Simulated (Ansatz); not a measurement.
# Sn: LAPW beside PAW

Aim: solve Sn at one geometry with LAPW, all electrons, PAW with frozen cores and all-electron PAW on datasets made for the crystal, and see where they agree.

Method: DFT LDA, scalar-relativistic, in Ansatz 0.2.0.

### 1 The starting structure

The structure is orthorhombic, space group Immm (No. 71). Conventional cell: a = 3.382 Å, b = 3.909 Å, c = 4.216 Å, α = 90.00°, β = 90.00°, γ = 90.00°. Sn (site symmetry mmm) is surrounded by 10 Sn at 3.34 to 3.38 Å.

Structure file:

```cif
data_structure
_symmetry_space_group_name_H-M 'P 1'
_symmetry_Int_Tables_number 1
_cell_length_a 3.3353
_cell_length_b 3.3353
_cell_length_c 3.3353
_cell_angle_alpha 119.062
_cell_angle_beta 108.245
_cell_angle_gamma 101.605
_cell_volume 27.87
loop_
_atom_site_label
_atom_site_type_symbol
_atom_site_fract_x
_atom_site_fract_y
_atom_site_fract_z
_atom_site_occupancy
Sn1 Sn 0.00000 0.00000 0.00000 1
```

The cell is one relaxed in the Materials Project, used as it stands.

### 2 LAPW, all electrons

Contents of input.yaml:

```yaml
crystal:
  lattice:
    - [-1.69122, 1.954661, 2.10787]
    - [1.69122, -1.954661, 2.10787]
    - [1.69122, 1.954661, -2.10787]
  atoms:
    - { symbol: Sn, position: [0.0, 0.0, 0.0] }
kpoints:
  mp_grid: { grid: [13, 13, 13] }
  band_path:
    path:
      - [0.0, 0.0, 0.0]
      - [0.5, 0.5, -0.5]
      - [0.4109357672, 0.5890642328, -0.4109357672]
      - [-0.4109357672, 0.4109357672, 0.4109357672]
      - [0.0, 0.0, 0.0]
      - [0.4649786141, -0.4649786141, 0.4649786141]
      - [0.5350213859, 0.4649786141, -0.4649786141]
      - [0.5, 0.5, -0.5]
      - [0.0, 0.0, 0.0]
    npoints: 14
scf:
  occupations: { method: fermi_dirac, width: 0.08 }
hamiltonian:
  xc: lda
  pseudopotentials: { kind: all_electron, lapw: { basis_error: 0.00025 } }
output:
  forces: true
  stress: true
  eigenvalues: true
  populations: true
  dos: { projected: true, de: 0.2, e_range: [-14, 8] }
```

On the command line:

```sh
$ ansatz run input.yaml --threads 1 --pin off --max-ram 2048MiB --backend cpu --events-out ev --progress --plain --runs-dir out
```

What it wrote:

```text
Sn: projections on atomic orbitals take those of the free atom 1s2 2s2 2p6 3s2 3p6 3d10 4s2 4p6 4d10 5s2 5p2, of charge +0.00 (hamiltonian.pseudopotentials.projection_atoms)
LAPW: plane waves up to 7.106 Å⁻¹, error target 2.5e-4 eV per atom; small_component_spin mean_spin; Sn in spheres of 1.668 Å, 22 of its electrons in bands, Dirac shells []
Engine: ansatz 0.2.0
Pseudopotentials: kind: all_electron
Pseudopotential: Sn, LAPW, valence charge 22, Koelling and Harmon's equation, gaussian nucleus
Functional definition: SPW92
  exchange = slater_x
  correlation = pw_c
Crystal: 1 atoms, lattice volume = 27.872 Å³
Basis set: ecut = 192.36127202713843 eV, 171 PW (Γ), exchange–correlation at level 2
Bands: 15, of which v1, the nominal top of the filled ones, is band 11 counted from 1 (10 counted from 0)
Symmetry: 8 space group operations
Space group: Immm (ITA 71), of the structure as read, at distance tolerance 3.0e-5 Å
k-points: 343 of 2197
Non-local potential: Sn, projectors of the file, none
Initial density: superposition of atomic densities (chi_scale 0.1, normalization cell)
Initial wavefunctions: plane waves of lowest kinetic energy (no species holds an atomic orbital)
Functional: x = slater, c = lda
iter 1 solved again at ethr=1.71e-5 eV; its pass at ethr=1.00e-1 eV (dr2=3.76e-3 eV) is discarded
SCF iter   1: F=—  HF=-167944.875041 eV  |F-HF|=—  |Δ(HF+E_count)|=         —  Δρ=4.51e-3  dr2=3.82e-3  ethr=1.71e-5  ⟨swp⟩=3.8  Hψ=37810  notcnv=0
preconditioner: auto → Kerker (q_TF=auto, 2.623 Å⁻¹)  [metal: Δε(μ)=0.006 eV  Ē_g=22.722 eV  σ=0.080 eV  W_gap=0.02  n_scr=12 (ndim 8)  ℏωp=26.3 eV  f_vac=0.000  D(μ)=0.58/eV (n_scr^D=0)]
SCF iter   2: F=—  HF=-167944.860636 eV  |F-HF|=—  |Δ(HF+E_count)|=   1.44e-2  Δρ=2.70e-3  dr2=1.69e-3  ethr=1.71e-5  ⟨swp⟩=2.0  Hψ=14811  notcnv=0
SCF iter   3: F=—  HF=-167944.859388 eV  |F-HF|=—  |Δ(HF+E_count)|=   1.25e-3  Δρ=1.57e-3  dr2=6.76e-4  ethr=7.68e-6  ⟨swp⟩=2.0  Hψ=14810  notcnv=0
SCF iter   4: F=—  HF=-167944.859307 eV  |F-HF|=—  |Δ(HF+E_count)|=   8.00e-5  Δρ=7.46e-4  dr2=1.80e-4  ethr=3.07e-6  ⟨swp⟩=2.0  Hψ=14809  notcnv=0
iter 5 solved again at ethr=1.86e-8 eV; its pass at ethr=8.20e-7 eV (dr2=4.09e-6 eV) is discarded
SCF iter   5: F=—  HF=-167944.859320 eV  |F-HF|=—  |Δ(HF+E_count)|=   1.26e-5  Δρ=1.10e-4  dr2=4.08e-6  ethr=1.86e-8  ⟨swp⟩=2.0  Hψ=25162  notcnv=0
SCF iter   6: F=—  HF=-167944.859320 eV  |F-HF|=—  |Δ(HF+E_count)|=   3.72e-7  Δρ=3.33e-5  dr2=2.52e-7  ethr=1.85e-8  ⟨swp⟩=2.0  Hψ=14810  notcnv=0
SCF iter   7: F=-167944.859320 eV  HF=-167944.859320 eV  |F-HF|=3.49e-10  |Δ(HF+E_count)|=   4.71e-8  Δρ=6.61e-6  dr2=1.41e-8  ethr=1.15e-9  ⟨swp⟩=2.0  Hψ=14810  notcnv=0
SCF 1 converged in 7 iterations: F = -167944.859320 eV  dr2 = 1.41e-8
NSCF: frozen V_eff on 113 k-points
SCF converged after 7 iterations
Free energy (F): -167944.859320 eV
Harris-Foulkes:  -167944.859320 eV  (|F-HF|=3.49e-10)
Internal energy: -167944.847087 eV  (E = F + TS)
E sigma→0 (E₀):  -167944.853203 eV
Entropy (-TS):   -0.012233 eV (-12.233 meV/atom)
Fermi energy:    13.046578 eV
--- Per-component energies (eV) ---
  E_band       = -712.422531
  E_kinetic    = 176582.685175
  E_xc         = -4350.813332
  E_electrostatic = -340176.718930  (all electrons and nuclei)
  E_smearing   = -0.012233  (= −TS)
  E_closure    = 0.000000  (closes the sum)
  E_atoms      = -167940.446540  (free atoms, spherical and without spin; not in F)
  Σ components = -167944.859320   (vs F -167944.859320, Δ=0.00e0)
  Basis errors (estimates in eV, not in F): energy 5.6e-5 per atom: plane waves 5.4e-5 (2.8e-5 summed), levels above the bands 1.7e-55, relativity 9.6e-10, radial functions 1.9e-6, core shells 1.2e-10; eigenvalues (radial functions only) 9.4e-6; not estimated: angular momenta, meshes, grids; target (lapw.basis_error) 2.5e-4; muffin-tin radii Sn 1.668 Å
--- Forces (eV/Å), atoms counted from 1 ---
  atom   1  Sn     0.00000000     0.00000000    -0.00000000
  max |Σ_I F_I| component: 4.93e-32 eV/Å
--- Stress (GPa, compression-positive) ---
       -3.627204       0.000000       0.000000
        0.000000      -3.612953       0.000000
        0.000000       0.000000      -4.343822
  P = ⅓ Tr σ = -3.8613 GPa (-38.613 kbar)
--- Band table (eV; the first three rows and the last of 343) ---
  k-point 0: bands = ["-115.9654", "-71.8841", "-71.8803", "-71.8775", "-8.4190", "-8.3617", "-8.3462", "-8.3358", "-8.2427", "2.0551", "19.6421", "19.7859", "21.6903", "23.4835", "24.5663"]
  k-point 1: bands = ["-115.9654", "-71.8842", "-71.8804", "-71.8776", "-8.4139", "-8.3590", "-8.3462", "-8.3297", "-8.2451", "2.1957", "19.2310", "19.2859", "20.9011", "23.5579", "24.4642"]
  k-point 2: bands = ["-115.9654", "-71.8846", "-71.8805", "-71.8778", "-8.4102", "-8.3487", "-8.3408", "-8.3116", "-8.2511", "2.6181", "18.0567", "18.3135", "19.2981", "22.5174", "22.8498"]
  k-point 342: bands = ["-115.9652", "-71.8857", "-71.8825", "-71.8802", "-8.4358", "-8.3914", "-8.2228", "-8.2115", "-8.1892", "9.4018", "11.0992", "12.2580", "14.3648", "16.4480", "19.8294"]
--- Löwdin populations: 1 site ---
  site symbol       q [e]
     0     Sn     49.9724
  spilling = 0.000552 (of n_electrons = 50.000000)
```

Wall time 16 s (1 thread of Intel Xeon 6975P-C (Granite Rapids), shared host); peak memory 0.53 GiB.

This run gives: pressure -3.86 GPa; no gap.

At the corners of the path (eV, zero at the Fermi level):

```
point  band 8  band 9  band 10  band 11  band 12  band 13  band 14
    Γ  -21.38  -21.29   -10.99     6.60     6.74     8.64    10.44
    X  -21.25  -21.23    -3.65    -2.04    -0.88     2.10     3.33
   F2  -21.28  -21.25    -3.73    -1.55    -0.40    -0.34     3.69
   Σ0  -21.28  -21.25    -3.73    -1.55    -0.40    -0.34     3.69
    Γ  -21.38  -21.29   -10.99     6.60     6.74     8.64    10.44
   Y0  -21.25  -21.24    -3.86    -1.98    -0.89     2.15     3.68
   U0  -21.25  -21.24    -3.86    -1.98    -0.89     2.15     3.68
    X  -21.25  -21.23    -3.65    -2.04    -0.88     2.10     3.33
    Γ  -21.38  -21.29   -10.99     6.60     6.74     8.64    10.44
```

States per cell in windows of 1 eV (zero at the Fermi level; grid of 0.20 eV, so sharp peaks spill over the borders):

```
from  to  total  Sn 5p  Sn 5s
 -10  -9   0.21   0.08   0.13
  -9  -8   0.29   0.11   0.18
  -8  -7   0.40   0.13   0.27
  -7  -6   0.48   0.12   0.36
  -6  -5   0.43   0.07   0.36
  -5  -4   0.10   0.03   0.07
  -4  -3   0.26   0.23   0.03
  -3  -2   0.60   0.52   0.08
  -2  -1   0.52   0.42   0.09
  -1   0   0.56   0.46   0.08
   0   1   0.58   0.49   0.07
   1   2   0.61   0.52   0.06
   2   3   0.68   0.59   0.05
   3   4   0.77   0.67   0.04
   4   5   0.73   0.61   0.02
```

### 3 PAW with frozen cores

Edit input.yaml of step 2 so:

```diff
@@ -25,3 +25,3 @@
   xc: lda
-  pseudopotentials: { kind: all_electron, lapw: { basis_error: 0.00025 } }
+  pseudopotentials: { kind: paw }
 output:
@@ -30,3 +30,9 @@
   eigenvalues: true
+  efg: { contact_densities: true }
   populations: true
+  bader: true
   dos: { projected: true, de: 0.2, e_range: [-14, 8] }
+  write_density: true
+  write_potential: true
+  elf: true
+  volumetric_format: npy
```

On the command line:

```sh
$ ansatz run input.yaml --threads 1 --pin off --max-ram 2048MiB --backend cpu --events-out ev --progress --plain --runs-dir out
```

What it wrote:

```text
Sn: output.efg is read without spin–orbit coupling, which moves field gradients at and beside such atoms by some per cent and up to a factor of two; PAW files take it under magnetization.noncollinear and magnetization.spin_orbit
[... 1 set-up line as earlier in the session ...]
Pseudopotentials: kind: paw
Pseudopotential: Sn, paw, valence charge 14, recommended cutoff 420 eV (normal)
[... 3 set-up lines as earlier in the session ...]
Crystal: 1 atoms, lattice volume = 27.872 Å³
Basis set: ecut = 420 eV, 553 PW (Γ)
Bands: 11, of which v1, the nominal top of the filled ones, is band 7 counted from 1 (6 counted from 0)
[... 2 set-up lines as earlier in the session ...]
k-points: 343 of 2197
Non-local potential: Sn, projectors of the file, l = 0: 2, l = 1: 2, l = 2: 2, l = 3: 2
PAW form: soft (Blöchl's): semilocal exchange-correlation on the pseudo side does not see the compensation charge
PAW frozen core: Sn, regenerated for the run's functional, and the local potential with it (the file was generated under x = pbe(κ = 0.804, μ = 0.2195149727645171), c = pbe(β = 0.06672455060314922))
PAW one-centre angular grid: Sn, 590 points (default); XC on 64 Gauss nodes
Initial density: superposition of atomic densities (neutral atoms: chi_scale 0, normalization atom), corrected by the library's trained network
Initial wavefunctions: pseudopotential atomic-orbital guess
[... 1 set-up line as earlier in the session ...]
SCF iter   1: F=—  HF=-5879.471690 eV  |F-HF|=—  |Δ(HF+E_count)|=         —  Δρ=6.67e-3  dr2=5.69e-3  ethr=1.77e-3  ⟨swp⟩=5.0  Hψ=22385  notcnv=0
preconditioner: auto → none  [metal: Δε(μ)=0.008 eV  Ē_g=22.945 eV  σ=0.080 eV  W_gap=0.02  n_scr=8 (ndim 8)  ℏωp=26.3 eV  f_vac=0.000  D(μ)=0.58/eV (n_scr^D=0)  sad-step TF]
SCF iter   2: F=—  HF=-5879.469184 eV  |F-HF|=—  |Δ(HF+E_count)|=   2.51e-3  Δρ=3.59e-3  dr2=1.78e-3  ethr=4.06e-5  ⟨swp⟩=1.4  Hψ=6658  notcnv=0
SCF iter   3: F=—  HF=-5879.468545 eV  |F-HF|=—  |Δ(HF+E_count)|=   6.39e-4  Δρ=2.61e-4  dr2=1.80e-5  ethr=1.27e-5  ⟨swp⟩=2.4  Hψ=5971  notcnv=0
SCF iter   4: F=—  HF=-5879.468544 eV  |F-HF|=—  |Δ(HF+E_count)|=   1.31e-6  Δρ=2.54e-4  dr2=1.41e-5  ethr=1.29e-7  ⟨swp⟩=2.0  Hψ=6149  notcnv=0
SCF iter   5: F=—  HF=-5879.468535 eV  |F-HF|=—  |Δ(HF+E_count)|=   8.85e-6  Δρ=9.31e-5  dr2=1.93e-6  ethr=1.01e-7  ⟨swp⟩=2.6  Hψ=6561  notcnv=0
SCF iter   6: F=—  HF=-5879.468533 eV  |F-HF|=—  |Δ(HF+E_count)|=   1.34e-6  Δρ=2.60e-5  dr2=1.47e-7  ethr=1.38e-8  ⟨swp⟩=2.0  Hψ=5860  notcnv=0
SCF iter   7: F=-5879.468533 eV  HF=-5879.468533 eV  |F-HF|=1.28e-9  |Δ(HF+E_count)|=   1.09e-7  Δρ=2.11e-6  dr2=8.22e-10  ethr=7.14e-10  ⟨swp⟩=9.0  Hψ=25430  notcnv=0
SCF 1 converged in 7 iterations: F = -5879.468533 eV  dr2 = 8.22e-10
NSCF: frozen V_eff on 113 k-points
SCF converged after 7 iterations
Free energy (F): -5879.468533 eV
Harris-Foulkes:  -5879.468533 eV  (|F-HF|=1.28e-9)
Internal energy: -5879.456300 eV  (E = F + TS)
E sigma→0 (E₀):  -5879.462417 eV
Entropy (-TS):   -0.012233 eV (-12.233 meV/atom)
Fermi energy:    10.178563 eV
--- Per-component energies (eV) ---
  E_band       = -89.506646
  E_kinetic    = 186.866553
  E_local      = -849.499996  (includes V_loc(G=0)·N_el)
  E_nonlocal   = -28.419595
  E_hartree    = 526.251736
  E_xc         = -379.290899
  E_vxc        = -98.796230  (∫ρ·V_xc dr)
  E_paw        = -3993.028427  (= ΣΔE_a)
  E_vpaw       = -352.162052  (= ΣTr[D̂ρ^β])
  E_aug_tail   = -0.000000  (compensation charges beyond the density's cutoff)
  E_ewald      = -1342.760569
  E_core_change = 0.424898  (= ΣΔE_core)
  E_smearing   = -0.012233  (= −TS)
  E_closure    = -0.000000  (closes the sum)
  Σ components = -5879.468533   (vs F -5879.468533, Δ=0.00e0)
--- Forces (eV/Å), atoms counted from 1 ---
  atom   1  Sn     0.00000000     0.00000000    -0.00000000
  max |Σ_I F_I| component: 7.89e-31 eV/Å
--- Stress (GPa, compression-positive) ---
       -3.631158       0.000000       0.000000
        0.000000      -3.616286       0.000000
        0.000000       0.000000      -4.348562
  P = ⅓ Tr σ = -3.8653 GPa (-38.653 kbar)
--- PAW observables at the nuclei: V_zz in 10²¹ V/m², potentials from the cell's mean, atoms counted from 1 ---
  atom   1  Sn V_zz =    +1.024200   η = 0.8888   by run symmetry: allowed
            electrostatic potential = -8173.790461 V   contact ρ = 1231516.531143 e/Å³
--- Band table (eV; the first three rows and the last of 343) ---
  k-point 0: bands = ["-11.3017", "-11.2451", "-11.2298", "-11.2195", "-11.1259", "-0.8126", "16.7745", "16.9191", "18.8217", "20.6147", "21.6983"]
  k-point 1: bands = ["-11.2966", "-11.2423", "-11.2298", "-11.2135", "-11.1284", "-0.6720", "16.3633", "16.4187", "18.0325", "20.6920", "21.5999"]
  k-point 2: bands = ["-11.2930", "-11.2323", "-11.2241", "-11.1954", "-11.1344", "-0.2497", "15.1884", "15.4458", "16.4304", "19.6517", "19.9853"]
  k-point 342: bands = ["-11.3193", "-11.2742", "-11.1068", "-11.0953", "-11.0725", "6.5323", "8.2321", "9.3909", "11.4973", "13.5793", "16.9611"]
--- Löwdin populations: 1 site ---
  site symbol       q [e]
     0     Sn     13.9662
  spilling = 0.002418 (of n_electrons = 14.000000)
--- Bader charges: 1 site ---
  site symbol  charge [e]  shift [e]
     0     Sn      0.0000     0.0000
  estimated error of the sums over rays = 6.6e-7 e
```

Wall time 8.6 s (1 thread of Intel Xeon 6975P-C (Granite Rapids), shared host); peak memory 0.47 GiB.

This run gives: pressure -3.87 GPa; no gap; Vzz Sn 1.02 (η = 0.89) (10²¹ V/m²).

The fields are shown in the conventional cell of this run's space group, carried over from its grid by interpolation.

Density in a lattice plane of the grid's cell (edges 3.38 and 4.22 Å, at 0.000 of the third edge), which holds Sn.

Ten even steps from ' ' (0.06 e/Å³) to '@' (16.50 e/Å³):
```
##**==::..                      ..::==**
==--::..                          ..::--
......                              ....
                                        
                                        
                                        
                                        
                                        
                                        
                                        
                                        
                                        
                                        
                                        
                                        
                                        
......                              ....
==--::..                          ..::--
##**==::..                      ..::==**
@@%%++--..                      ..--++%%
```
Columns run along the first of these edges and rows up along the second, over one cell in 20 and 20 even steps from the bottom left corner. Atoms in the plane (fractional): Sn at (0.00, 0.00).

ELF in the same plane.

Values, 12 rows by 10 columns:
```
0.01 0.08 0.28 0.34 0.33 0.26 0.33 0.34 0.28 0.08
0.24 0.30 0.34 0.35 0.31 0.23 0.31 0.35 0.34 0.30
0.35 0.35 0.36 0.33 0.25 0.20 0.25 0.33 0.35 0.35
0.34 0.33 0.29 0.23 0.18 0.17 0.18 0.23 0.29 0.33
0.17 0.17 0.16 0.15 0.15 0.15 0.15 0.15 0.16 0.17
0.10 0.10 0.11 0.13 0.14 0.14 0.14 0.13 0.11 0.10
0.17 0.17 0.16 0.15 0.15 0.15 0.15 0.15 0.16 0.17
0.34 0.33 0.29 0.23 0.18 0.17 0.18 0.23 0.29 0.33
0.35 0.35 0.35 0.33 0.25 0.20 0.25 0.33 0.36 0.35
0.24 0.30 0.34 0.35 0.31 0.23 0.31 0.35 0.34 0.30
0.01 0.08 0.28 0.34 0.33 0.26 0.33 0.34 0.28 0.08
0.00 0.01 0.22 0.34 0.33 0.26 0.33 0.34 0.22 0.01
```
Columns run along the first of these edges and rows up along the second, over one cell in 10 and 12 even steps from the bottom left corner. Atoms in the plane (fractional): Sn at (0.00, 0.00).

Both are smooth fields of the valence electrons: close to the nuclei they are not physical.

[end of part 1 of 2]
